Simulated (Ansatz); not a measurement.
The calculation used Ansatz 0.2.0, DFT PBE, scalar-relativistic, plane waves, PAW. Settings: cutoff 420 eV, Γ-centred meshes spaced at most about 0.3 Å⁻¹, and about 0.25 Å⁻¹ or finer for metals (2π included), Gaussian smearing. No spin polarisation in the final relaxations.

All energies are static (0 K, no zero-point motion). All come from trial cells, and lower structures may exist.

Question: Order these relaxed structures of P by energy, lowest first, with the energy over the lowest of them.
A.

Space group I4_1/amd:1 (No. 141). a = 7.649 Å, b = 7.649 Å, c = 7.471 Å, α = 90.00°, β = 90.00°, γ = 90.00°
```
atom  site  symmetry       x       y       z
   P   16h       .m. 0.5000  0.2924  0.4812
```

B.

Space group I-42d (No. 122). a = 7.879 Å, b = 7.879 Å, c = 6.435 Å, α = 90.00°, β = 90.00°, γ = 90.00°
```tsv
atom	site	symmetry	x	y	z
P	16e	1	0.0593	0.8100	0.9667
```

C.

Space group P1 (No. 1). a = 4.712 Å, b = 5.442 Å, c = 6.454 Å, α = 71.59°, β = 71.88°, γ = 87.15°
```csv
atom,site,symmetry,x,y,z
P,1a,1,0.8330,0.2811,0.6324
P,1a,1,0.8083,0.3374,0.1056
P,1a,1,0.4823,0.2832,0.9451
P,1a,1,0.5158,0.3346,0.4392
P,1a,1,0.1963,0.6334,0.8576
P,1a,1,0.1643,0.6303,0.5202
```

D.

Space group I-4m2 (No. 119). a = 3.980 Å, b = 3.980 Å, c = 8.483 Å, α = 90.00°, β = 90.00°, γ = 90.00°
```csv
atom,site,symmetry,x,y,z
P,4e,2mm.,0.0000,0.0000,0.3777
P,2c,-4m2,0.0000,0.5000,0.2500
```

Answer: B (0 meV/atom), A (18 meV/atom), C (112 meV/atom), D (493 meV/atom). Forms: B I-42d; A I4_1/amd; C P1; D I-4m2. Counting all near atoms (those within 1.25 times the shortest such distance or 1.15 times the sum of covalent radii; a plus sign parts nearer from farther groups; a slash parts the counts of unlike sites): B has P 3; A has P 3; C has P 3; D has P 1+2/4.

Weakly bound directions are ill-defined at this level, which has no dispersion term (P1), and this can change margins and order among such cells. Cells relaxed within their symmetry can be saddle points. The I-42d cell of P came from shaking the I4_1/amd one. The P1 cell of P came from shaking the I-4m2 one. The part of the Crystallography Open Database at hand lists P in space groups No. 2, 13, 64, 123; no cell shown has one of them. Some types were kept out of the candidates beforehand, so the set may lack a known form.
